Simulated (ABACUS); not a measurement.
# AlRu (Pm-3m) in ABACUS: a series of runs

One crystal, AlRu, is run at these levels: LDA, PBE, PBEsol, SOGGA, BLYP; tasks: single point.

Program: ABACUS 3.10.1. These are calculated values, not measurements. Logs are shortened: lines on timing, memory, paths and dates and some standing lists are left out, and cuts for length are marked.

### Step 1. Starting point

Symmetry: Pm-3m, No. 221, cubic system. Conventional cell: a = 2.992 Å, b = 2.992 Å, c = 2.992 Å, α = 90.00°, β = 90.00°, γ = 90.00°. Around Ru (site symmetry m-3m) lie 8 Al at 2.59 Å. Al (site symmetry m-3m) is surrounded by 8 Ru at 2.59 Å.

### Step 2. Single point, LDA

The input, run_abacus.py:

```python
"""ABACUS run from a structure file: ASE reads it, the script writes STRU, KPT and INPUT."""
import re
import subprocess
from ase.io import read
from ase.units import Bohr

atoms = read("POSCAR")
atoms = atoms[(-atoms.numbers).argsort(kind="stable")]  # ABACUS lists atoms element by element
pseudo = {'Ru': 'Ru.upf', 'Al': 'Al.upf'}
orbital = {'Ru': 'Ru_confined-atom_7au_3s2p2d1f.orb', 'Al': 'Al_confined-atom_8au_2s2p1d.orb'}
magmoms = None
kmesh = [9, 9, 9]
params = {
    'suffix': 'AlRu',
    'calculation': 'scf',
    'basis_type': 'lcao',
    'pseudo_dir': './',
    'orbital_dir': './',
    'symmetry': 1,
    'dft_functional': 'pz',
    'ecutwfc': 100,
    'pseudo_rcut': 7,
    'nspin': 1,
    'nbands': 14,
    'ks_solver': 'genelpa',
    'smearing_method': 'fd',
    'smearing_sigma': 0.00367493,
    'scf_thr': 1e-07,
    'scf_nmax': 100,
    'mixing_type': 'broyden',
    'mixing_beta': 0.7,
    'cal_force': 1,
    'cal_stress': 1,
    'out_mul': 1,
    'out_chg': 1,
    'out_pot': 2,
    'out_elf': 1,
}

symbols = atoms.get_chemical_symbols()
elements = list(dict.fromkeys(symbols))
lines = ["ATOMIC_SPECIES"] + [f"{e} {atoms.get_masses()[symbols.index(e)]:.4f} {pseudo[e]}" for e in elements]
if orbital:
    lines += ["", "NUMERICAL_ORBITAL"] + [orbital[e] for e in elements]
lines += ["", "LATTICE_CONSTANT", f"{1 / Bohr:.10f}", "", "LATTICE_VECTORS"]
lines += [" ".join(f"{x:.10f}" for x in v) for v in atoms.cell]
lines += ["", "ATOMIC_POSITIONS", "Direct"]
for e in elements:
    lines += ["", e, "0.0", str(symbols.count(e))]
    for i, p in enumerate(atoms.get_scaled_positions(wrap=False)):
        if symbols[i] == e:
            mag = "" if magmoms is None else " mag " + " ".join(str(x) for x in (magmoms[i] if isinstance(magmoms[i], list) else [magmoms[i]]))
            lines.append(" ".join(f"{x:.10f}" for x in p) + " 1 1 1" + mag)
open("STRU", "w").write("\n".join(lines) + "\n")
open("KPT", "w").write("K_POINTS\n0\nGamma\n%d %d %d 0 0 0\n" % tuple(kmesh))
open("INPUT", "w").write("INPUT_PARAMETERS\n" + "".join(f"{k:<20s}{v}\n" for k, v in params.items()))

done = subprocess.run(['mpirun', '-np', '4', 'abacus'])
if done.returncode:
    raise SystemExit(done.returncode)
log = open("OUT.AlRu/running_scf.log").read()
print("final energy (eV):", re.findall(r"FINAL_ETOT_IS (\S+)", log))
```

The input, POSCAR:

```
AlRu
1.0
    2.9916000000      0.0000000000      0.0000000000
    0.0000000000      2.9916000000      0.0000000000
    0.0000000000      0.0000000000      2.9916000000
Ru Al
1 1
Direct
    0.5000000000      0.5000000000      0.5000000000
    0.0000000000      0.0000000000      0.0000000000
```

Potentials or basis: PseudoDojo NC SR 0.4.1 PBE standard, DZP LCAO (the cutoffs set its grid).

Run with:

```
$ OMP_NUM_THREADS=1 python run_abacus.py > log
```

running log:

```text
ABACUS v3.10.1

               Atomic-orbital Based Ab-initio Computation at UStc

 ------------------------------------------------------------------------------------

 READING GENERAL INFORMATION
                           global_out_dir = OUT.AlRu/
                           global_in_card = INPUT
                               pseudo_dir = ./
                              orbital_dir = ./
                                    DSIZE = 4
                                    GSIZE = 1

 READING UNITCELL INFORMATION
                                    ntype = 2
                  lattice constant (Bohr) = 1.88973
              lattice constant (Angstrom) = 1

 READING ATOM TYPE 1
                               atom label = Ru
                      L=0, number of zeta = 3
                      L=1, number of zeta = 2
                      L=2, number of zeta = 2
                      L=3, number of zeta = 1
             number of atom for this type = 1

 READING ATOM TYPE 2
                               atom label = Al
                      L=0, number of zeta = 2
                      L=1, number of zeta = 2
                      L=2, number of zeta = 1
             number of atom for this type = 1

                        TOTAL ATOM NUMBER = 2
DIRECT COORDINATES
    atom                   x                   y                   z     mag                  vx                  vy                  vz
taud_Ru1            0.5000000000        0.5000000000        0.5000000000  0.0000        0.0000000000        0.0000000000        0.0000000000
taud_Al1            0.0000000000        0.0000000000        0.0000000000  0.0000        0.0000000000        0.0000000000        0.0000000000

                          Volume (Bohr^3) = 180.679
                             Volume (A^3) = 26.7738

 Lattice vectors: (Cartesian coordinate: in unit of a_0)
              +2.9916                  +0                  +0
                   +0             +2.9916                  +0
                   +0                  +0             +2.9916
 Reciprocal vectors: (Cartesian coordinate: in unit of 2 pi/a_0)
            +0.334269                  -0                  +0
                   -0           +0.334269                  -0
                   +0                  -0           +0.334269
 The esolver type has been set to : ksdft_lcao

                PAO radial cut off (Bohr) = 7

 Read in pseudopotential file is Ru.upf
                     pseudopotential type = NC
          exchange-correlation functional = PBE
                 nonlocal core correction = 1
                        valence electrons = 16
                                     lmax = 2
                           number of zeta = 4
                     number of projectors = 6
                           L of projector = 0
                           L of projector = 0
                           L of projector = 1
                           L of projector = 1
                           L of projector = 2
                           L of projector = 2
 XC functional updated to : pz
          exchange-correlation functional = PZ
                PAO radial cut off (Bohr) = 7

 Read in pseudopotential file is Al.upf
                     pseudopotential type = NC
          exchange-correlation functional = PBE
                 nonlocal core correction = 1
                        valence electrons = 3
                                     lmax = 2
                           number of zeta = 2
                     number of projectors = 6
                           L of projector = 0
                           L of projector = 0
                           L of projector = 1
                           L of projector = 1
                           L of projector = 2
                           L of projector = 2
 XC functional updated to : pz
          exchange-correlation functional = PZ
     initial pseudo atomic orbital number = 14

 SETUP THE ELECTRONS NUMBER
            electron number of element Ru = 16
      total electron number of element Ru = 16
            electron number of element Al = 3
      total electron number of element Al = 3
            AUTOSET number of electrons:  = 19
                           occupied bands = 10
                                   NLOCAL = 39
                                   NBANDS = 14
                                   NBANDS = 14
                                   NLOCAL = 39

%%%%%%%%%%%%%%%%%%%%%%%%%%%%%%%%%%%%%%%%%%%%%%%%%%%%%%%%%%%%%%%%%%%%%%%%%%%%%%%%%%%%%%%%%%%%%%%%%%%%%%%%%%
 Warning: the number of valence electrons in pseudopotential > 8 for Ru: [Kr] 4d7 5s1
 Pseudopotentials with additional electrons can yield (more) accurate outcomes, but may be less efficient.
[... 82 lines left out ...]
       1  0.00000000  0.00000000  0.00000000  0.0014       0
       2  0.11111111  0.00000000  0.00000000  0.0082       1
       3  0.22222222  0.00000000  0.00000000  0.0082       2
       4  0.33333333  0.00000000  0.00000000  0.0082       3
       5  0.44444444  0.00000000  0.00000000  0.0082       4
       6  0.11111111  0.11111111  0.00000000  0.0165      10
[... 22 lines left out ...]
      29  0.33333333  0.33333333  0.22222222  0.0329     192
      30  0.44444444  0.33333333  0.22222222  0.0658     193
[... 5 further k points ...]

                               nkstot now = 35
[... K-POINTS DIRECT COORDINATES: 35 rows ...]

           k-point number in this process = 35
       minimum distributed K point number = 35
[... stars of the k points ...]

[... K-POINTS CARTESIAN COORDINATES: 35 rows ...]

[... K-POINTS DIRECT COORDINATES: 35 rows ...]

 SETUP PLANE WAVES FOR WAVE FUNCTIONS
     energy cutoff for wavefunc (unit:Ry) = 100
              fft grid for wave functions = [ 36, 36, 36 ]
                    number of plane waves = 3887
                         number of sticks = 293

 PARALLEL PW FOR WAVE FUNCTIONS
     PROC   COLUMNS(POT)             PW
        1             73            971
        2             73            971
        3             74            974
        4             73            971
 --------------- sum -------------------
        4            293           3887

 SET NONLOCAL PSEUDOPOTENTIAL PROJECTORS
 SET NONLOCAL PSEUDOPOTENTIAL PROJECTORS
 max number of nonlocal projetors among all species is 6

 -------------------------------------------
 SELF-CONSISTENT
 -------------------------------------------

 SETUP SEARCHING RADIUS FOR PROGRAM TO SEARCH ADJACENT ATOMS
                  longest orb rcut (Bohr) = 8
   longest nonlocal projector rcut (Bohr) = 1.78
                     search radius (Bohr) = 19.6
              searching radius is (Bohr)) = 19.6
         searching radius unit is (Bohr)) = 1.89
                         PeriodicBoundary = 1
                        Radius(unit:lat0) = 10.4
                                   glayer = [ 5, 5, 5 ]
                             glayer_minus = [ 4, 4, 4 ]

Find the coordinate range of the input atom(unit:lat0).
                                  min_tau = [ -12, -12, -12 ]
                                  max_tau = [ 13.5, 13.5, 13.5 ]
                                BoxNumber = [ 9, 9, 9 ]

 SETUP EXTENDED REAL SPACE GRID FOR GRID INTEGRATION
                          real space grid = [ 36, 36, 36 ]
                 big cell numbers in grid = [ 12, 12, 12 ]
             meshcell numbers in big cell = [ 3, 3, 3 ]
                        extended fft grid = [ 17, 17, 17 ]
                dimension of extened grid = [ 47, 47, 47 ]
                            UnitCellTotal = 125
              Atom number in sub-FFT-grid = 2
    Local orbitals number in sub-FFT-grid = 39
                                ParaV.nnr = 48848
                                 init_chg = atomic

 LCAO ALGORITHM --------------- ION=   1  ELEC=   1--------------------------------

 Density error is 0.0960238519346
----------------------------------------------------------
     Energy           Rydberg                 eV
----------------------------------------------------------
 E_KohnSham     -206.4625546081      -2809.0671663062
 E_Harris       -212.1486689610      -2886.4307209859
 E_Fermi        1.2513156972         17.0250234788
----------------------------------------------------------
[... 80 lines left out ...]
 Density error is 1.18754563437e-08
----------------------------------------------------------
     Energy           Rydberg                 eV
----------------------------------------------------------
 E_KohnSham     -206.5808115183      -2810.6761341127
 E_KS(sigma->0) -206.5802685745      -2810.6687469829
 E_Harris       -206.5808117804      -2810.6761376791
 E_band         -8.8649865236        -120.6143294144
 E_one_elec     -69.1545983802       -940.8965808725
 E_Hartree      45.3549264453        617.0854320269
 E_xc           -36.1632105563       -492.0257215399
 E_Ewald        -146.6168431394      -1994.8244894676
 E_entropy(-TS) -0.0010858877        -0.0147742596
 E_descf        0.0000000000         0.0000000000
 E_exx          0.0000000000         0.0000000000
 E_Fermi        1.1744114168         15.9786870641
----------------------------------------------------------

 charge density convergence is achieved
 final etot is -2810.6761341 eV
 EFERMI = 15.978687064 eV
The vacuum level is 5.7356278906 eV

 STATE ENERGY(eV) AND OCCUPATIONS    NSPIN == 1
 1/35 kpoint (Cartesian) = 0.0000 0.0000 0.0000 (746 pws)
       1       -55.6539     0.00274348
       2       -25.6215     0.00274348
       3       -25.6215     0.00274348
       4       -25.6215     0.00274348
       5        6.37816     0.00274348
       6        12.4468     0.00274348
       7        12.4468     0.00274348
       8        16.2128    2.51706e-05
       9        16.2128    2.51706e-05
      10        16.2128    2.51706e-05
      11        22.1547    6.22638e-57
      12        22.1547    6.22638e-57
      13        22.1547    6.22638e-57
      14        27.1538        0.00000
[... 66 lines left out ...]
       1       -55.6502      0.0329218
       2       -25.6456      0.0329218
       3       -25.6435      0.0329218
       4       -25.6173      0.0329218
       5        6.84645      0.0329218
       6        12.5981      0.0329218
       7        12.6210      0.0329218
       8        15.6246      0.0328942
       9        15.8997      0.0272970
      10        16.0398     0.00749385
      11        21.3572    6.31982e-49
      12        21.7204    4.42223e-52
      13        23.0718    8.07463e-64
      14        26.7977        0.00000

[... levels at 29 further k points ...]

 correction force for each atom along direction 1 is 3.79332e-14
 correction force for each atom along direction 2 is 6.39614e-14
 correction force for each atom along direction 3 is 5.89511e-14
------------------------------------------------------------------------------------------
 TOTAL-FORCE (eV/Angstrom)
------------------------------------------------------------------------------------------
                       Ru1         0.0000000000         0.0000000000         0.0000000000
                       Al1         0.0000000000         0.0000000000         0.0000000000
------------------------------------------------------------------------------------------

----------------------------------------------------------------
 TOTAL-STRESS (KBAR)
----------------------------------------------------------------
       -35.5490957549         0.0000000000        -0.0000000000
         0.0000000000       -35.5490957549        -0.0000000000
        -0.0000000000        -0.0000000000       -35.5490957549
----------------------------------------------------------------
 TOTAL-PRESSURE: -35.549096 KBAR

 --------------------------------------------
 !FINAL_ETOT_IS -2810.6761341127321430 eV
 --------------------------------------------
```

Wall time 7.6 s (4 MPI ranks of AMD EPYC 7R43 (Zen 3), shared host); peak memory 0.44 GiB.

What came out:

```yaml
Free_energy: -2810.6761 eV
Pressure: -3.6 GPa
Band_gap_on_the_k_mesh: none (metal or under the smearing width)
Mulliken_charges: Ru -0.40; Al +0.40 e
```

Levels at points of the mesh, in eV from the Fermi level:
```
           k point  band 8  band 9  band 10  band 11  band 12  band 13
(0.00, 0.00, 0.00)    0.23    0.23     0.23     6.18     6.18     6.18
```

Caveat: the atomic orbitals were generated for these runs and aren't a published set; Mulliken charges move with the basis; the potentials were made for another functional, which shifts forces and pressure; the basis of atomic orbitals isn't converged, which shifts pressures, moduli and gaps.

### Step 3. Single point, PBE

run_abacus.py: that of step 2 with these lines changed.

```diff
@@ -19,3 +19,3 @@
     'symmetry': 1,
-    'dft_functional': 'pz',
+    'dft_functional': 'pbe',
     'ecutwfc': 100,
@@ -34,5 +34,2 @@
     'out_mul': 1,
-    'out_chg': 1,
-    'out_pot': 2,
-    'out_elf': 1,
 }
```

POSCAR is that of step 2.

Potentials or basis: PseudoDojo NC SR 0.4.1 PBE standard, DZP LCAO (the cutoffs set its grid).

Run with:

```
$ OMP_NUM_THREADS=1 python run_abacus.py > log
```

Run time: 7.1 s. Hardware: 4 MPI ranks of AMD EPYC 7R43 (Zen 3), shared host; peak memory 0.48 GiB.

It converged, with:

- Free energy: -2814.7349 eV
- Pressure: 3.5 GPa
- Band gap on the k mesh: none (metal or under the smearing width)
- Mulliken charges: Ru -0.25; Al +0.25 e

Levels at points of the mesh, in eV from the Fermi level:
```
           k point  band 7  band 8  band 9  band 10  band 11  band 12  band 13  band 14
(0.00, 0.00, 0.00)   -3.48    0.23    0.23     0.23     6.16     6.16     6.16    11.06
```

Caveat: the atomic orbitals were generated for these runs and aren't a published set; Mulliken charges move with the basis; the basis of atomic orbitals isn't converged, which shifts pressures, moduli and gaps.

### Step 4. Single point, PBEsol

run_abacus.py: that of step 3 with these lines changed.

```diff
@@ -19,3 +19,3 @@
     'symmetry': 1,
-    'dft_functional': 'pbe',
+    'dft_functional': 'pbesol',
     'ecutwfc': 100,
```

POSCAR is that of step 3.

Run with:

```
$ OMP_NUM_THREADS=1 python run_abacus.py > log
```

It took 7.3 s on 4 MPI ranks of AMD EPYC 7R43 (Zen 3), shared host; peak memory 0.48 GiB.

Results (log left out):

```yaml
Free_energy: -2811.1869 eV
Pressure: -1.5 GPa
Band_gap_on_the_k_mesh: none (metal or under the smearing width)
Mulliken_charges: Ru -0.31; Al +0.31 e
```

Levels at points of the mesh, in eV from the Fermi level:
```csv
k point,band 6,band 7,band 8,band 9,band 10,band 11,band 12,band 13,band 14
"(0.00, 0.00, 0.00)",-3.52,-3.52,0.24,0.24,0.24,6.16,6.16,6.16,11.10
```

Caveat: the atomic orbitals were generated for these runs and aren't a published set; Mulliken charges move with the basis; the potentials were made for another functional, which shifts forces and pressure; the basis of atomic orbitals isn't converged, which shifts pressures, moduli and gaps.

(Part 1 of 2 ends here.)
